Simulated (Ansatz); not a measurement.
# HgTe (zincblende): how the settings move a single-point run

Question: which choices in the input matter for HgTe (zincblende)?

Method: reference: DFT PBE, scalar-relativistic, plane waves, PAW, in Ansatz 0.2.0.

1 further run of the same task is left out (it didn't finish). Runs told in other sessions of the task aren't counted.

### 1 The starting structure

Symmetry: F-43m, No. 216, cubic system. The conventional cell has a = 6.648 Å, b = 6.648 Å, c = 6.648 Å, α = 90.00°, β = 90.00°, γ = 90.00°. Hg (site symmetry -43m) is surrounded by 4 Te at 2.88 Å. Te (site symmetry -43m) is surrounded by 4 Hg at 2.88 Å.

Structure file:

```
Hg Te
1.0
     0.00000    3.32422    3.32422
     3.32422    0.00000    3.32422
     3.32422    3.32422    0.00000
Hg Te
1 1
Direct
  0.00000 0.00000 0.00000
  0.25000 0.25000 0.25000
```

### 2 Baseline

input.yaml reads:

```yaml
crystal:
  lattice:
    - [0.0, 3.3242171039, 3.3242171039]
    - [3.3242171039, 0.0, 3.3242171039]
    - [3.3242171039, 3.3242171039, 0.0]
  atoms:
    - { symbol: Hg, position: [0.0, 0.0, 0.0] }
    - { symbol: Te, position: [0.25, 0.25, 0.25] }
basis:
  ecutwfc: 420
  ecutrho_ratio: 4
kpoints:
  mp_grid: { grid: [10, 10, 10] }
hamiltonian:
  xc: pbe
scf:
  occupations: { method: gaussian, width: 0.05 }
output:
  forces: true
  stress: true
  eigenvalues: true
```

Run with:

```bash
> ansatz run input.yaml --threads 4 --pin off --max-ram 7168MiB --backend cpu --events-out ev --progress --plain --runs-dir out
```

### 3 Changed: same input

Changes to input.yaml since step 2:

```diff
@@ -20,2 +20 @@
   stress: true
-  eigenvalues: true
```

### 4 Variant: n_extra_bands 2

Changes to input.yaml since step 2:

```diff
@@ -17,2 +17,3 @@
   occupations: { method: gaussian, width: 0.05 }
+  n_extra_bands: 2
 output:
@@ -20,2 +21 @@
   stress: true
-  eigenvalues: true
```

### 5 Changed: ecutwfc 22.0 Ry

Changes to input.yaml since step 2:

```diff
@@ -9,3 +9,3 @@
 basis:
-  ecutwfc: 420
+  ecutwfc: "22.0 Ry"
   ecutrho_ratio: 4
@@ -20,2 +20,5 @@
   stress: true
-  eigenvalues: true
+  write_density: true
+  write_potential: true
+  elf: true
+  volumetric_format: npy
```

### 6 Changed: mixing.algorithm anderson, mixing.beta 0.7

Changes to input.yaml since step 2:

```diff
@@ -17,2 +17,3 @@
   occupations: { method: gaussian, width: 0.05 }
+  mixing: { algorithm: anderson, beta: 0.7 }
 output:
@@ -20,2 +21 @@
   stress: true
-  eigenvalues: true
```

Before running it: what results should come out? Wanted: for each run, ending; energy change; pressure; gap; force.

The runs gave:

| run | ending | energy change | pressure (GPa) | gap (eV) | force (eV/Å) | cycles | time |
| --- | --- | --- | --- | --- | --- | --- | --- |
| reference | converged | 0 | 0.0 | 0.00 | 0.00 | 6 | 1.3 s |
| 1: same input | converged | 0.0 meV/atom | 0.0 | 0.00 | 0.00 | 6 | 1.2 s |
| 2: n_extra_bands 2 | converged | 0.0 meV/atom | 0.0 | 0.00 | 0.00 | 6 | 1.1 s |
| 3: ecutwfc 22.0 Ry | converged | +94.6 meV/atom | 0.1 | 0.00 | 0.00 | 6 | 1.1 s |
| 4: mixing.algorithm anderson, mixing.beta 0.7 | converged | 0.0 meV/atom | 0.0 | 0.00 | 0.00 | 6 | 1.2 s |

Times don't compare one to one where runs were asked for different outputs or read a saved state (see the inputs); cycles may leave out searches for a lower state.

Residual by cycle in the longest SCF loop of each run; runs are numbered as in the table. The quantity is the density residual dr2, in eV.

| cycle | reference | run 1 | run 2 | run 3 | run 4 |
| --- | --- | --- | --- | --- | --- |
| 1 | 0.00247 | 0.00247 | 0.00261 | 0.00523 | 0.00247 |
| 2 | 2.7e-4 | 2.7e-4 | 3.0e-4 | 3.9e-4 | 0.00121 |
| 3 | 3.0e-5 | 3.0e-5 | 2.9e-5 | 5.4e-5 | 5.2e-5 |
| 4 | 4.7e-6 | 4.7e-6 | 4.4e-6 | 2.3e-6 | 3.0e-6 |
| 5 | 1.5e-7 | 1.5e-7 | 1.3e-7 | 1.1e-6 | 1.7e-7 |
| 6 | 4.7e-9 | 4.7e-9 | 3.8e-9 | 9.2e-9 | 7.3e-9 |

Of the converged runs whose energies compare with the reference's, «ecutwfc 22.0 Ry» moves the energy most (+94.6 meV/atom). Semilocal functionals close small gaps, and spin-orbit coupling, left out here, moves these band edges, so the missing gap need not be the real solid's. Run 3 ran under the cutoff that the potentials recommend, as the log warns, so basis error is mixed into its values.
